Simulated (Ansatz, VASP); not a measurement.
Tl in VASP and in Ansatz

```
Tl
1.0
    -1.92159    1.94100    1.94100
     1.94100   -1.92159    1.94100
     1.94100    1.94100   -1.92159
Tl
1
Direct
  0.00000 0.00000 0.00000
```

Change from the starting cell: equal xy, yz and zx shear strains of +1 %, crystal datasets.

Alike in both runs: task electric field gradients; functional PBE; k mesh 13 × 13 × 13; occupations fermi-dirac, width 0.05 eV; no spin polarisation.

|  | VASP | Ansatz |
| --- | --- | --- |
| version | VASP 6.6.1 | Ansatz 0.2.0 |
| potentials or method | VASP PAW PBE potentials, release 64 (Tl_d), cutoff 520 eV | all-electron PAW with datasets made for the crystal, scalar-relativistic |

Ansatz gave:

```
pressure (GPa)                                                 : 2.3
largest component of the traceless stress (GPa)                : 0.10
Vzz of the field gradient on the site that differs most (V/Å²) : 12.5
```

Question: What did VASP give for the same quantities?

Answer: Pressure (GPa): 2.2; largest component of the traceless stress (GPa): 0.10; Vzz of the field gradient on the site that differs most (V/Å²): 12.8.

Ansatz ran all-electron here, so the differences hold the error of VASP's frozen core and of both bases. Ansatz warned: «gradients_without_spin_orbit».

Spin-orbit coupling is left out, which matters for the levels of Tl.
